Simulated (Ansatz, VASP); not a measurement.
**TePb (scan) in VASP and in Ansatz**

POSCAR

```
TePb
1.0
    0.0000000000      3.2310000000      3.2310000000
    3.2310000000      0.0000000000      3.2310000000
    3.2310000000      3.2310000000      0.0000000000
Te Pb
1 1
Direct
    0.5000000000      0.5000000000      0.5000000000
    0.0000000000      0.0000000000      0.0000000000
```

File INCAR.step1:

```
PREC = Accurate ; ENCUT = 520
ISMEAR = 0 ; SIGMA = 0.1
LREAL = F ; LASPH = T
NELM = 100 ; NBANDS = 17
GGA = PE ; ALGO = Normal
EDIFF = 1E-4 ; LWAVE = T
LCHARG = F
```

INCAR.step2

```
PREC = Accurate ; ENCUT = 520
EDIFF = 1E-6 ; ISMEAR = 0
SIGMA = 0.1 ; LREAL = F
LASPH = T ; NELM = 100
ALGO = Normal ; ISIF = 2
LWAVE = F ; LCHARG = F
METAGGA = R2SCAN ; LMIXTAU = T
NBANDS = 17 ; ISTART = 1
```

File KPOINTS:

```
Automatic mesh
0
Gamma
  6 6 6
```

Input for Ansatz:

```yaml
crystal:
  lattice:
    - [0.0, 3.231, 3.231]
    - [3.231, 0.0, 3.231]
    - [3.231, 3.231, 0.0]
  atoms:
    - { symbol: Te, position: [0.5, 0.5, 0.5] }
    - { symbol: Pb, position: [0.0, 0.0, 0.0] }
basis:
  ecutwfc: 500
kpoints:
  mp_grid: { grid: [6, 6, 6] }
hamiltonian:
  xc: r2scan
scf:
  occupations: { method: gaussian, width: 0.1 }
output:
  forces: true
  stress: true
  eigenvalues: true
```

Alike in both runs: task single point; functional r2SCAN; k mesh 6 × 6 × 6; occupations gaussian, width 0.1 eV; no spin polarisation.

|  | VASP | Ansatz |
| --- | --- | --- |
| version | VASP 6.6.1 | Ansatz 0.2.0 |
| potentials or method | VASP PAW PBE potentials, release 64 (Te, Pb_d) | scalar-relativistic, plane waves, PAW |
| plane-wave cutoff (eV) | 520 | 500 |
| valence electrons in the cell | 20 | 30 |

|  | VASP | Ansatz | Ansatz less VASP |
| --- | --- | --- | --- |
| gap on the k mesh at the Fermi level (eV) | 1.02 | 1.02 | -0.004 |
| least direct gap on the mesh (eV) | 1.02 | 1.02 | -0.004 |
| pressure (GPa) | 1.5 | 1.5 | 0.00 |

The two sets of potentials don't hold the same shells in valence.

Caveats: the PAW data sets were made with another functional, which shifts forces and pressure a little (VASP); spin-orbit coupling is left out, which as a rule narrows the gap of such compounds by several tenths of an eV. A k mesh can miss the band edges.
